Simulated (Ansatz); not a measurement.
# BaS: band gap under strain

Aim: follow the gap of BaS in the rocksalt structure through these states: -2.2 % biaxial strain in x and y, free along z; -1.6 % strain along z alone; +1.5 % equal strain in all directions. The table at the end shows which levels were run.

Code: Ansatz 0.2.0. PAW datasets, plane waves. (Simulation; spin polarisation is off.)

### 1 The structure to begin with

The unstrained cell was relaxed with r2SCAN; in each strained cell the atoms were relaxed again with r2SCAN. Names of k-points are those of the unstrained zone, where strain can split equivalent points. First state: -2.2 % biaxial strain in x and y, free along z.

Space group I4/mmm (No. 139), tetragonal; conventional cell a = 4.441 Å, c = 6.477 Å, 31.94 Å³ an atom. Near Ba stand 6 S at 3.14–3.24 Å; near S stand 6 Ba at 3.14–3.24 Å.

Structure file:

Space group I4/mmm (No. 139). a = 4.441 Å, b = 4.441 Å, c = 6.477 Å, α = 90.00°, β = 90.00°, γ = 90.00°
```tsv
atom	site	symmetry	x	y	z
Ba	2a	4/mmm	0.0000	0.0000	0.0000
S	2b	4/mmm	0.5000	0.5000	0.0000
```

### 2 -2.2 % biaxial strain in x and y, free along z: PBE

input.yaml

```yaml
crystal:
  lattice:
    - [0.0, 3.1404940055, 3.2383429285]
    - [3.1404940055, 0.0, 3.2383429285]
    - [3.1404940055, 3.1404940055, 0.0]
  atoms:
    - { symbol: Ba, position: [0.0, 0.0, 0.0] }
    - { symbol: S, position: [0.5, 0.5, 0.5] }
kpoints:
  mp_grid: { grid: [8, 8, 8] }
  band_path:
    path:
      - [0.0, 0.0, 0.0]
      - [0.5, 0.0, 0.5]
      - [0.625, 0.25, 0.625]
      - [0.375, 0.375, 0.75]
      - [0.5, 0.5, 0.5]
      - [0.5, 0.25, 0.75]
    npoints: 1
hamiltonian:
  xc: pbe
scf:
  occupations: { method: fermi_dirac, width: 0.02 }
  n_extra_bands: 4
output:
  forces: true
  stress: true
  eigenvalues: true
```

The runs that follow: -2.2 % biaxial strain in x and y, free along z: r2SCAN; -2.2 % biaxial strain in x and y, free along z: HSE06; -1.6 % strain along z alone: PBE; -1.6 % strain along z alone: r2SCAN; -1.6 % strain along z alone: HSE06; +1.5 % equal strain in all directions: PBE; +1.5 % equal strain in all directions: r2SCAN; +1.5 % equal strain in all directions: HSE06.

What does the calculation give?

**Answer**, as computed:

Least gap in eV (negative: overlap):

| state | PBE | r2SCAN | HSE06 |
| --- | --- | --- | --- |
| -2.2 % biaxial strain in x and y, free along z | 2.14 | 2.48 | 3.05 |
| -1.6 % strain along z alone | 2.17 | 2.51 | 3.07 |
| +1.5 % equal strain in all directions | 2.29 | 2.64 | 3.19 |

**Reading.** Where both were run, the HSE06 gap lies +0.91 eV from PBE's, each on its own k points. In PBE the gap is least under -2.2 % biaxial strain in x and y, free along z (2.14 eV) and largest under +1.5 % equal strain in all directions (2.29 eV). Spin-orbit coupling is left out of the table, though the cell holds Ba (Z = 56).
